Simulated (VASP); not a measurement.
**BeSe (zincblende), PBE0 single-point calculation: Ansatz's output and VASP's**

```
Be Se
1.0
     0.00000    2.58104    2.58104
     2.58104    0.00000    2.58104
     2.58104    2.58104    0.00000
Be Se
1 1
Direct
  0.00000 0.00000 0.00000
  0.25000 0.25000 0.25000
```

Ansatz printed

```
SCF 3 converged in 5 iterations: F = -5565.207292 eV  dr2 = 4.74e-10
  Residual-converged pass: ⟨swp⟩=2.4  Hψ=417  notcnv=0  max |occ|·‖R‖ = 2.4e-6 eV (tolerance 2.4e-6 eV)  dr2=4.74e-10  dr2_onsite=1.12e-9  max |Δocc| = 0.0e0
hybrid outer 2: dexx = +2.847e-7 eV, tail = 1.70e-8 eV, Δε = 2.25e-3 eV (about 1.06e-4 eV left of the loop's levels)
NSCF: frozen V_eff on 6 k-points
hybrid SCF converged: 2 outer / 11 inner (+2 warm-up), last move |dexx| = 2.85e-7 eV, tail = 1.70e-8 eV
Stability not checked: this state was not tested for a lower state beside it, because the functional holds exact exchange (a hybrid, or Hartree-Fock), whose exchange loop this test does not read (fock_operator; see scf.lower_state_search)
Free energy (F): -5565.207292 eV
Frozen-core exchange: fock
Harris-Foulkes:  -5565.207292 eV  (|F-HF|=6.62e-10)
Internal energy: -5565.207292 eV  (E = F + TS)
E sigma→0 (E₀):  -5565.207292 eV
Fermi energy:    5.916907 eV
--- Per-component energies (eV) ---
  E_band       = -443.145632
  E_kinetic    = 138.268975
  E_local      = -2531.831437  (includes V_loc(G=0)·N_el)
  E_nonlocal   = -592.425249
  E_hartree    = 1250.551018
  E_xc         = -95.658848
  E_vxc        = -92.218423  (∫ρ·V_xc dr)
  E_exx        = -78.612566  (= α·E_x^exact, valence–valence)
  E_paw        = -1920.173071  (= ΣΔE_a)
  E_vpaw       = 291.183966  (= ΣTr[D̂ρ^β])
  E_aug_tail   = -0.000526  (compensation charges beyond the density's cutoff)
  E_ewald      = -1734.221387
  E_core_change = -1.104200  (= ΣΔE_core)
  E_smearing   = -0.000000  (= −TS)
  E_closure    = 0.000000  (closes the sum)
  Σ components = -5565.207292   (vs F -5565.207292, Δ=-9.09e-13)
--- Forces (eV/Å), atoms counted from 1 ---
  atom   1  Be     0.00000000    -0.00000000    -0.00000000
  atom   2  Se     0.00000000    -0.00000000     0.00000000
  max |Σ_I F_I| component: 2.96e-16 eV/Å
--- Stress (GPa, compression-positive) ---
       -0.680098       0.000000      -0.000000
       -0.000000      -0.680098       0.000000
       -0.000000       0.000000      -0.680098
  P = ⅓ Tr σ = -0.6801 GPa (-6.801 kbar)
--- Band table (eV; the first three rows and the last of 16) ---
  k-point 0: bands = ["-44.4480", "-44.4480", "-44.4480", "-44.4415", "-44.4415", "-9.1844", "5.9169", "5.9169", "5.9169", "11.9680", "12.7102", "12.7102", "12.7102"]
  k-point 1: bands = ["-44.4479", "-44.4478", "-44.4478", "-44.4414", "-44.4414", "-8.8886", "3.7543", "5.5537", "5.5537", "12.1798", "13.3000", "13.3000", "14.6274"]
  k-point 2: bands = ["-44.4475", "-44.4475", "-44.4475", "-44.4413", "-44.4413", "-8.1651", "0.8933", "4.9855", "4.9855", "12.0078", "13.7681", "13.7681", "17.3096"]
  k-point 15: bands = ["-44.4477", "-44.4469", "-44.4465", "-44.4416", "-44.4409", "-7.1520", "0.7394", "2.1979", "2.5208", "12.1742", "13.5937", "16.8424", "17.5932"]
```

The two codes use different PAW datasets and cutoffs. VASP's cell holds 8 valence electrons and Ansatz's 18. Ansatz's stress includes a Pulay correction; VASP's doesn't.

What does VASP give for the same cell and level of theory?

gap between bands v and c 4.18 eV; least direct gap 6.06 eV; pressure -0.8 GPa.

From OUTCAR

```
k-points           NKPTS =     16   k-points in BZ     NKDIM =    216   number of bands    NBANDS=     11

   NELECT =       8.0000    total number of electrons

   dimension x,y,z NGX =    28 NGY =   28 NGZ =   28
   dimension x,y,z NGXF=    56 NGYF=   56 NGZF=   56

  energy-cutoff  :      520.00
  volume of cell :       34.39
      direct lattice vectors                 reciprocal lattice vectors
     0.000000000  2.581035374  2.581035374    -0.193720708  0.193720708  0.193720708
     2.581035374  0.000000000  2.581035374     0.193720708 -0.193720708  0.193720708
     2.581035374  2.581035374  0.000000000     0.193720708  0.193720708 -0.193720708

 k-points in reciprocal lattice and weights: KPOINTS created by Atomic Simulation Env
   0.00000000  0.00000000  0.00000000       0.005
   0.16666667  0.00000000  0.00000000       0.037
   0.33333333  0.00000000  0.00000000       0.037
   0.50000000  0.00000000  0.00000000       0.019
   0.16666667  0.16666667  0.00000000       0.028
   0.33333333  0.16666667  0.00000000       0.111
   0.50000000  0.16666667  0.00000000       0.111
  -0.33333333  0.16666667  0.00000000       0.111
   ...

 E-fermi :   2.3624

 k-point     1 :       0.0000    0.0000    0.0000
  band No.  band energies     occupation
      1     -12.7953      2.00000
      2       2.3122      2.00000
      3       2.3122      2.00000
      4       2.3122      2.00000
      5       8.3678      0.00000
      6       9.1086      0.00000
      7       9.1086      0.00000
      8       9.1086      0.00000
      9      16.2840      0.00000
     10      16.8035      0.00000
     11      16.8035      0.00000

 k-point     2 :       0.1667    0.0000    0.0000
  band No.  band energies     occupation
      1     -12.4988      2.00000
      2       0.1562      2.00000
      3       1.9497      2.00000
      4       1.9497      2.00000
      5       8.5811      0.00000
      6       9.6952      0.00000
      7       9.6952      0.00000
      8      11.0166      0.00000
      9      15.5426      0.00000
     10      15.5426      0.00000
     11      16.4789      0.00000

 k-point     3 :       0.3333    0.0000    0.0000
  band No.  band energies     occupation
      1     -11.7785      2.00000
      2      -2.7034      2.00000
      3       1.3839      2.00000
      4       1.3839      2.00000
      5       8.4094      0.00000
      6      10.1633      0.00000
      7      10.1633      0.00000
      8      13.7070      0.00000
      9      16.2414      0.00000
     10      16.2414      0.00000
     11      16.3816      0.00000

 k-point     4 :       0.5000    0.0000    0.0000
  band No.  band energies     occupation
      1     -11.3066      2.00000
      2      -3.9464      2.00000
      3       1.1504      2.00000
      4       1.1504      2.00000
      5       8.3242      0.00000
      6      10.0855      0.00000
      7      10.0855      0.00000
      8      14.2027      0.00000
      9      17.8832      0.00000
     10      18.7306      0.00000
     11      18.7306      0.00000

 k-point     5 :       0.1667    0.1667    0.0000
  band No.  band energies     occupation
      1     -12.4000      2.00000
      2       0.4685      2.00000
      3       1.2962      2.00000
      4       1.2962      2.00000
      5       8.2871      0.00000
      6      10.2069      0.00000
      7      10.7676      0.00000
      8      10.7676      0.00000
      9      13.7274      0.00000
     10      17.4100      0.00000
     11      17.5847      0.00000

 k-point     6 :       0.3333    0.1667    0.0000
  band No.  band energies     occupation
      1     -11.8117      2.00000
      2      -1.8169      2.00000
      3       0.6780      2.00000
      4       0.6880      2.00000
      5       8.4356      0.00000
      6      10.5940      0.00000
      7      11.2533      0.00000
      8      11.7062      0.00000
      9      15.6027      0.00000
     10      17.8350      0.00000
     11      17.9576      0.00000

 k-point     7 :       0.5000    0.1667    0.0000
  band No.  band energies     occupation
      1     -11.1995      2.00000
      2      -3.4943      2.00000
      3      -0.0874      2.00000
      4       0.6110      2.00000
      5       8.6476      0.00000
      6      10.6606      0.00000
      7      11.4109      0.00000
      8      13.2322      0.00000
      9      16.4911      0.00000
     10      18.7664      0.00000
     11      19.1227      0.00000

 k-point     8 :      -0.3333    0.1667    0.0000
  band No.  band energies     occupation
      1     -11.3613      2.00000
      2      -3.1005      2.00000
      3      -0.3681      2.00000
      4       1.0945      2.00000
      5       9.1092      0.00000
      6      10.6306      0.00000
      7      10.9165      0.00000
      8      13.6657      0.00000
      9      15.4505      0.00000
     10      16.5398      0.00000
     11      19.3166      0.00000

 ...

  Total       -0.1660541     -0.1660541     -0.1660541      0.0000000      0.0000000     -0.0000000
  in kB       -7.7365664     -7.7365664     -7.7365664      0.0000000      0.0000000     -0.0000000
  external PRESSURE =      -7.7365664 kB  Pullay stress =       0.0000000 kB

 POSITION                                       TOTAL-FORCE (eV/Angst)
 -----------------------------------------------------------------------------------
      0.00000      0.00000      0.00000        -0.000000     -0.000000     -0.000000
      1.29052      1.29052      1.29052         0.000000      0.000000      0.000000
 -----------------------------------------------------------------------------------
    total drift:                                0.000000      0.000000      0.000000

  FREE ENERGIE OF THE ION-ELECTRON SYSTEM (eV)
  ---------------------------------------------------
  free  energy   TOTEN  =       -10.7017777436 eV

  energy  without entropy=      -10.7017777436  energy(sigma->0) =      -10.70177774
```
